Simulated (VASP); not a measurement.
# KF (Carobbiite) (Fm-3m) in VASP: settings compared

One crystal, KF (Carobbiite), is run at these levels: LDA, PBE; tasks: single point.

Everything below comes from runs of VASP 6.6.1. Logs are shortened: lines on timing, memory, paths and dates and some standing lists are left out, and cuts for length are marked.

### Step 1. The structure

Symmetry: Fm-3m, No. 225, cubic system. The conventional cell has a = 5.344 Å, b = 5.344 Å, c = 5.344 Å, α = 90.00°, β = 90.00°, γ = 90.00°. K (site symmetry m-3m) has 6 F at 2.67 Å as nearest neighbours. F (site symmetry m-3m) is surrounded by 6 K at 2.67 Å.

### Step 2. Single point, LDA

run.py

```python
from ase.calculators.vasp import Vasp
from ase.dft.bandgap import bandgap
from ase.spacegroup import crystal

atoms = crystal(
    ['K', 'F'],
    basis=[[0.0, 0.0, 0.0], [0.5, 0.0, 0.0]],
    spacegroup=225,
    setting=1,
    cellpar=[5.3437, 5.3437, 5.3437, 90.0, 90.0, 90.0],
    primitive_cell=True,
)
calc = Vasp(
    directory='calc',
    xc='lda',
    pp='LDA',
    setups='recommended',
    prec='Accurate',
    encut=520,
    ediff=1e-06,
    ismear=-1,
    sigma=0.05,
    lreal=False,
    lasph=True,
    nelm=100,
    algo='Normal',
    isif=2,
    lwave=False,
    lcharg=True,
    lelf=True,
    lvhar=True,
    kpts=[9, 9, 9],
    gamma=True,
    nbands=15,
)
atoms.calc = calc

print('energy (eV):', atoms.get_potential_energy())
print('free energy (eV):', atoms.get_potential_energy(force_consistent=True))
print('forces (eV/A):')
print(atoms.get_forces())
print('stress (eV/A^3, Voigt):', atoms.get_stress())
print('Fermi level (eV):', calc.get_fermi_level())
gap, top, bottom = bandgap(calc)
print('band gap (eV):', gap, 'from (spin, k, band)', top, 'to', bottom)
```

Potentials or basis: VASP PAW LDA potentials, release 64 (K_sv, F).

Command:

```sh
$ python run.py
```

What it wrote:

```text
energy (eV): -9.03423188
free energy (eV): -9.03423188
forces (eV/A):
[[-0. -0. -0.]
 [ 0.  0.  0.]]
stress (eV/A^3, Voigt): [ 0.02121981  0.02121981  0.02121981  0.         -0.         -0.        ]
Fermi level (eV): -2.03932822
band gap (eV): 5.792 from (spin, k, band) (0, np.int64(0), np.int64(7)) to (0, np.int64(0), np.int64(8))
```

OUTCAR:

```text
ENCUT = 520.000000
   EDIFF = 1.00e-06
   PREC = Accurate
   ISIF = 2
   ISMEAR = -1
   NELM = 100
   LASPH = .TRUE.
   LREAL = .FALSE.

 ion  position               nearest neighbor table
   1  0.000  0.000  0.000-   2 2.67   2 2.67   2 2.67   2 2.67   2 2.67   2 2.67
   2  0.500  0.500  0.500-   1 2.67   1 2.67   1 2.67   1 2.67   1 2.67   1 2.67

  LATTYP: Found a face centered cubic cell.
 ALAT       =     5.3437000000

  Lattice vectors:

 A1 = (   0.0000000000,   2.6718500000,   2.6718500000)
 A2 = (   2.6718500000,   0.0000000000,   2.6718500000)
 A3 = (   2.6718500000,   2.6718500000,   0.0000000000)

Analysis of symmetry for initial positions (statically):
=====================================================================
 Subroutine PRICEL returns:
 Original cell was already a primitive cell.

 Routine SETGRP: Setting up the symmetry group for a
 face centered cubic supercell.

 Subroutine GETGRP returns: Found 48 space group operations
 (whereof 48 operations were pure point group operations)
 out of a pool of 48 trial point group operations.

The static configuration has the point symmetry O_h .

Analysis of symmetry for dynamics (positions and initial velocities):
=====================================================================
 Subroutine PRICEL returns:
 Original cell was already a primitive cell.

 Routine SETGRP: Setting up the symmetry group for a
 face centered cubic supercell.

 Subroutine GETGRP returns: Found 48 space group operations
 (whereof 48 operations were pure point group operations)
 out of a pool of 48 trial point group operations.

The dynamic configuration has the point symmetry O_h .

 Subroutine INISYM returns: Found 48 space group operations
 (whereof 48 operations are pure point group operations),
 and found     1 'primitive' translations

----------------------------------------------------------------------------------------

                                     Primitive cell

  volume of cell :      38.1475

  direct lattice vectors                    reciprocal lattice vectors
     0.000000000  2.671850000  2.671850000    -0.187136254  0.187136254  0.187136254
     2.671850000  0.000000000  2.671850000     0.187136254 -0.187136254  0.187136254
     2.671850000  2.671850000  0.000000000     0.187136254  0.187136254 -0.187136254

  length of vectors
     3.778566507  3.778566507  3.778566507     0.324129500  0.324129500  0.324129500

  position of ions in fractional coordinates (direct lattice)
     0.000000000  0.000000000  0.000000000
     0.500000000  0.500000000  0.500000000

  ion indices of the primitive-cell ions
   primitive index   ion index
                 1           1
                 2           2

----------------------------------------------------------------------------------------

 KPOINTS: KPOINTS created by Atomic Simulation Env

Automatic generation of k-mesh.
 Grid dimensions read from file:
 generate k-points for:    9    9    9

 Generating k-lattice:

  Cartesian coordinates                     Fractional coordinates (reciprocal lattice)
    -0.020792917  0.020792917  0.020792917     0.111111111  0.000000000  0.000000000
     0.020792917 -0.020792917  0.020792917     0.000000000  0.111111111  0.000000000
     0.020792917  0.020792917 -0.020792917     0.000000000  0.000000000  0.111111111

[... 39 lines left out ...]
   number of dos      NEDOS =    301   number of ions     NIONS =      2
   total plane-waves  NPLWV =  21952
   dimension x,y,z NGX =    28 NGY =   28 NGZ =   28
   dimension x,y,z NGXF=    56 NGYF=   56 NGZF=   56
   ions per type =               1   1
   NGX,Y,Z   is equivalent  to a cutoff of  12.32, 12.32, 12.32 a.u.
   NGXF,Y,Z  is equivalent  to a cutoff of  24.64, 24.64, 24.64 a.u.
 SYSTEM =  unknown system
   PREC   = accura    normal or accurate (medium, high low for compatibility)
   ISTART =      0    job   : 0-new  1-cont  2-samecut
   ICHARG =      2    charge: 1-file 2-atom 10-const
   ISPIN  =      1    spin polarized calculation?
   LNONCOLLINEAR =      F non collinear calculations
   LSORBIT =      F    spin-orbit coupling
   LASPH  =      T    aspherical Exc in radial PAW
   ENCUT  =  520.0 eV  38.22 Ry    6.18 a.u.   7.03  7.03  7.03*2*pi/ulx,y,z
   NELM   =    100;   NELMIN=  2; NELMDL= -5     # of ELM steps
   EDIFF  = 0.1E-05   stopping-criterion for ELM
   LREAL  =      F    real-space projection
   EDIFFG = 0.1E-04   stopping-criterion for IOM
   NSW    =      0    number of steps for IOM
   IBRION =     -1    ionic relax: 0-MD 1-quasi-New 2-CG
   NFREE  =      0    steps in history (QN), initial steepest desc. (CG)
   ISIF   =      2    stress and relaxation
   ISYM   =      2    0-nonsym 1-usesym 2-fastsym
   POTIM  = 0.5000    time-step for ionic-motion
   TEBEG  =    0.0;   TEEND  =   0.0 temperature during run
   PSTRESS=    0.0 pullay stress
   NELECT =      16.0000    total number of electrons
   NUPDOWN=      -1.0000    fix difference up-down
   EMIN   =  10.00;   EMAX   =-10.00  energy-range for DOS
   EFERMI =   0.00;   METHOD = LEGACY
   ISMEAR =    -1;   SIGMA  =   0.05  broadening in eV -4-tet -1-fermi 0-gaus
   EFERMI_NEDOS =   21; number of points for ismear=-14 and -15
   IALGO  =     38    algorithm
   IMIX   =      4    mixing-type and parameters
     AMIX     =   0.40;   BMIX     =  1.00
     AMIX_MAG =   1.60;   BMIX_MAG =  1.00
  volume/ion in A,a.u.               =      19.07       128.72
  Fermi-wavevector in a.u.,A,eV,Ry     =   1.225442  2.315750 20.431978  1.501708
  Thomas-Fermi vector in A             =   2.360480
   LORBIT       =      0    0 simple, 1 ext, 2 COOP (PROOUT), +10 PAW based schemes
   GGA     = CA    functional components
   LHFCALC =     F    Hartree Fock is set to
   AEXX    =    0.0000 exact exchange contribution
   IVDW    =     0    specifies the selected vdW correction
   LEPSILON=     F    determine dielectric tensor
   LRPA    =     F    only Hartree local field effects (RPA)
 non-spin polarized calculation
  energy-cutoff  :      520.00
  volume of cell :       38.15
 maximum number of plane-waves:      1037
   NGX = 13   NGY = 13   NGZ = 13

 number of electron      16.0000002 magnetization

 Free energy of the ion-electron system (eV)
  ---------------------------------------------------
  ext. energy  EPLUGINS =         0.00000000
  ---------------------------------------------------
  free energy    TOTEN  =        -9.03423188 eV

  energy without entropy =       -9.03423188  energy(sigma->0) =       -9.03423188

 E-fermi :  -2.0393     XC(G=0):  -9.1221

 val. band max:       -3.2322546638   @ k =   0.0000   0.0000   0.0000
 cond. band min:       2.5596804126   @ k =   0.0000   0.0000   0.0000
 fundamental gap:      5.7919350764
 Fermi energy:        -2.0393282226

 k-point     1 :       0.0000    0.0000    0.0000
  band No.  band energies     occupation
      1     -28.8634      2.00000
      2     -21.4483      2.00000
      3     -12.3357      2.00000
      4     -12.3357      2.00000
      5     -12.3357      2.00000
      6      -3.2323      2.00000
      7      -3.2323      2.00000
      8      -3.2323      2.00000
      9       2.5597      0.00000
     10       7.2823      0.00000
     11       7.2823      0.00000
     12       7.2823      0.00000
     13       9.0153      0.00000
     14       9.0153      0.00000
[... 401 lines left out ...]
      2     -21.4702      2.00000
      3     -12.9114      2.00000
      4     -12.5578      2.00000
      5     -12.5578      2.00000
      6      -3.4834      2.00000
      7      -3.2884      2.00000
      8      -3.2884      2.00000
      9       4.7198      0.00000
     10       6.6213      0.00000
     11       8.3176      0.00000
     12      10.3013      0.00000
     13      10.8344      0.00000
     14      10.8344      0.00000
     15      12.6894      0.00000

 [... further k-points ...]

------------------------ aborting loop because EDIFF is reached ----------------------------------------

  FORCE on cell =-STRESS in cart. coord.  units (eV):
  Direction    XX          YY          ZZ          XY          YZ          ZX
  --------------------------------------------------------------------------------------
  -------------------------------------------------------------------------------------
  Total       -0.8094828     -0.8094828     -0.8094828      0.0000000     -0.0000000      0.0000000
  in kB      -33.9978905    -33.9978905    -33.9978905      0.0000000     -0.0000000      0.0000000
  external PRESSURE =     -33.9978905 kB  Pullay stress =       0.0000000 kB

 VOLUME and BASIS-vectors are now :
 -----------------------------------------------------------------------------
  energy-cutoff  :      520.00
  volume of cell :       38.15
      direct lattice vectors                 reciprocal lattice vectors
     0.000000000  2.671850000  2.671850000    -0.187136254  0.187136254  0.187136254
     2.671850000  0.000000000  2.671850000     0.187136254 -0.187136254  0.187136254
     2.671850000  2.671850000  0.000000000     0.187136254  0.187136254 -0.187136254

 POSITION                                       TOTAL-FORCE (eV/Angst)
 -----------------------------------------------------------------------------------
      0.00000      0.00000      0.00000        -0.000000     -0.000000     -0.000000
      2.67185      2.67185      2.67185         0.000000      0.000000      0.000000
 -----------------------------------------------------------------------------------
    total drift:                                0.000000      0.000000      0.000000

  FREE ENERGIE OF THE ION-ELECTRON SYSTEM (eV)
  ---------------------------------------------------
  free  energy   TOTEN  =        -9.0342318825 eV

  energy  without entropy=       -9.0342318825  energy(sigma->0) =       -9.03423188
```

INCAR:

```text
ENCUT = 520.000000
SIGMA = 0.050000
EDIFF = 1.00e-06
ALGO = Normal
PREC = Accurate
ISIF = 2
ISMEAR = -1
NBANDS = 15
NELM = 100
LASPH = .TRUE.
LCHARG = .TRUE.
LELF = .TRUE.
LVHAR = .TRUE.
LWAVE = .FALSE.
LREAL = .FALSE.
```

It took 25 s on 1 thread of Intel Xeon Platinum 8488C (Sapphire Rapids), shared host; peak memory 0.15 GiB.

Results:

```
Free energy            : -9.0342 eV
Pressure               : -3.4 GPa
Band gap on the k mesh : 5.79 eV, direct
```

Levels at points of the mesh, in eV from the valence-band top:
```tsv
k point	band 6	band 7	band 8	band 9	band 10	band 11
(0.00, 0.00, 0.00)	0.00	0.00	0.00	5.79	10.51	10.51
```

Caveat: an odd mesh through Γ misses points on the zone boundary, where band edges often lie.

### Step 3. Single point, PBE

INCAR

```
PREC = Accurate ; ENCUT = 520
EDIFF = 1E-7 ; ISMEAR = 0
SIGMA = 0.02 ; LREAL = F
LASPH = T ; NELM = 80
ALGO = Normal ; ISIF = 2
LWAVE = F ; LCHARG = F
GGA = PE ; NBANDS = 15
```

KPOINTS

```
regular mesh
0
Gamma
  9 9 9
```

POSCAR

```
KF
3.7786
    0.000000000000      0.707100513418      0.707100513418
    0.707100513418      0.000000000000      0.707100513418
    0.707100513418      0.707100513418      0.000000000000
K F
1 1
Direct
    0.0000000000      0.0000000000      0.0000000000
    0.5000000000      0.5000000000      0.5000000000
```

Potentials or basis: VASP PAW PBE potentials, release 64 (K_sv, F).

Command:

```sh
$ cat potpaw_PBE.64/K_sv/POTCAR potpaw_PBE.64/F/POTCAR > POTCAR
$ mpirun -np 1 vasp_std > vasp.out
```

OUTCAR:

```text
PREC = Accurate
   ENCUT = 520
   EDIFF = 1E-7
   ISMEAR = 0
   LREAL = F
   LASPH = T
   NELM = 80
   ISIF = 2
   GGA = PE

 ion  position               nearest neighbor table
   1  0.000  0.000  0.000-   2 2.67   2 2.67   2 2.67   2 2.67   2 2.67   2 2.67
   2  0.500  0.500  0.500-   1 2.67   1 2.67   1 2.67   1 2.67   1 2.67   1 2.67

  LATTYP: Found a face centered cubic cell.
 ALAT       =     5.3437000000

  Lattice vectors:

 A1 = (   0.0000000000,   2.6718500000,   2.6718500000)
 A2 = (   2.6718500000,   0.0000000000,   2.6718500000)
 A3 = (   2.6718500000,   2.6718500000,   0.0000000000)

Analysis of symmetry for initial positions (statically):
=====================================================================
 Subroutine PRICEL returns:
 Original cell was already a primitive cell.

 Routine SETGRP: Setting up the symmetry group for a
 face centered cubic supercell.

 Subroutine GETGRP returns: Found 48 space group operations
 (whereof 48 operations were pure point group operations)
 out of a pool of 48 trial point group operations.

[... 184 lines left out ...]
      3     -12.1924      2.00000
      4     -12.1924      2.00000
      5     -12.1924      2.00000
      6      -2.8046      2.00000
      7      -2.8046      2.00000
      8      -2.8046      2.00000
      9       3.3612      0.00000
     10       7.8748      0.00000
     11       7.8748      0.00000
     12       7.8748      0.00000
     13       9.5465      0.00000
     14       9.5465      0.00000
[... 599 lines left out ...]
      2     -21.5041      2.00000
      3     -12.5865      2.00000
      4     -12.5400      2.00000
      5     -12.2816      2.00000
      6      -3.2140      2.00000
      7      -3.0078      2.00000
      8      -2.9548      2.00000
      9       6.6735      0.00000
     10       7.1528      0.00000
     11       8.4291      0.00000
     12      10.6496      0.00000
     13      11.2053      0.00000
     14      12.0577      0.00000
     15      13.0955      0.00000

------------------------ aborting loop because EDIFF is reached ----------------------------------------

  FORCE on cell =-STRESS in cart. coord.  units (eV):
  Direction    XX          YY          ZZ          XY          YZ          ZX
  --------------------------------------------------------------------------------------
  -------------------------------------------------------------------------------------
  Total        0.3385632      0.3385632      0.3385632      0.0000000     -0.0000000      0.0000000
  in kB       14.2194938     14.2194938     14.2194938      0.0000000     -0.0000000      0.0000000
  external PRESSURE =      14.2194938 kB  Pullay stress =       0.0000000 kB

 VOLUME and BASIS-vectors are now :
 -----------------------------------------------------------------------------
  energy-cutoff  :      520.00
  volume of cell :       38.15
      direct lattice vectors                 reciprocal lattice vectors
     0.000000000  2.671850000  2.671850000    -0.187136254  0.187136254  0.187136254
     2.671850000  0.000000000  2.671850000     0.187136254 -0.187136254  0.187136254
     2.671850000  2.671850000  0.000000000     0.187136254  0.187136254 -0.187136254

 POSITION                                       TOTAL-FORCE (eV/Angst)
 -----------------------------------------------------------------------------------
      0.00000      0.00000      0.00000         0.000000      0.000000     -0.000000
      2.67185      2.67185      2.67185        -0.000000     -0.000000      0.000000
 -----------------------------------------------------------------------------------
    total drift:                                0.000000      0.000000      0.000000

  FREE ENERGIE OF THE ION-ELECTRON SYSTEM (eV)
  ---------------------------------------------------
  free  energy   TOTEN  =        -8.2901179701 eV

  energy  without entropy=       -8.2901179701  energy(sigma->0) =       -8.29011797
```

It took 10 s on 1 thread of Intel Xeon Platinum 8559C (Emerald Rapids), shared host; peak memory 0.16 GiB.

What came out:

| Property | Result |
| --- | --- |
| Free energy | -8.2901 eV |
| Pressure | 1.4 GPa |
| Band gap on the k mesh | 6.17 eV, direct |

Caveat: an odd mesh through Γ misses points on the zone boundary, where band edges often lie.

[end of part 1 of 2]
